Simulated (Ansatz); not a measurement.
## Coordination and energy in low-dimensional Cu

Computed with Ansatz 0.2.0, DFT PBE, scalar-relativistic, plane waves, PAW.

Cutoff 420 eV, Γ-centred meshes of like density (1×1×21 for the 16-atom cell), Gaussian smearing of 0.05 eV, energies at zero smearing and 0 K, each start's symmetry kept, no spin polarisation.

Bulk Cu (Fm-3m) has 12 nearest neighbours at 2.57 Å and a cohesive energy of 3.53 eV against the spin-polarised free atom. These structures stand in vacuum and were relaxed; neighbours count within 1.1 bulk bonds.

```
                             start atoms × neighbours mean bond (Å) energy over bulk (eV/atom)
[110] wire, 16 host atoms a period  6×7, 1×8, 4×9, 5×12           2.52                        0.47
[110] wire, 18 host atoms a period       6×7, 6×9, 6×12           2.53                        0.44
```

Task: Compare two estimates without free parameters: bonds of fixed strength, and a band energy that grows as the square root of coordination.

Result: With fixed bonds an atom with z neighbours loses E_coh(1 − z/12); in the second-moment picture the band narrows as √z and it loses E_coh(1 − √(z/12)). Averaged over the atoms, in eV:
```json
{"start": "[110] wire, 16 host atoms a period", "fixed bonds": "0.84", "square root": "0.47", "computed": "0.47"}
{"start": "[110] wire, 18 host atoms a period", "fixed bonds": "0.78", "square root": "0.44", "computed": "0.44"}
```

The rms misses are 0.36 and 0.00 eV. Fixed bonds overshoot every row: the bonds that remain grow stronger when neighbours are missing, which the square root overdoes here, though it misses by less, and the bonds shorten by up to 2 %. What is left over reflects bond lengths, electronic shells, hybridisation and moments, which neither estimate holds.

Each run keeps its start's symmetry and one magnetic start, so lower states can exist.

Cost: 2 runs of about 72 core-minutes in all, on Arm Neoverse V2 (shared hosts).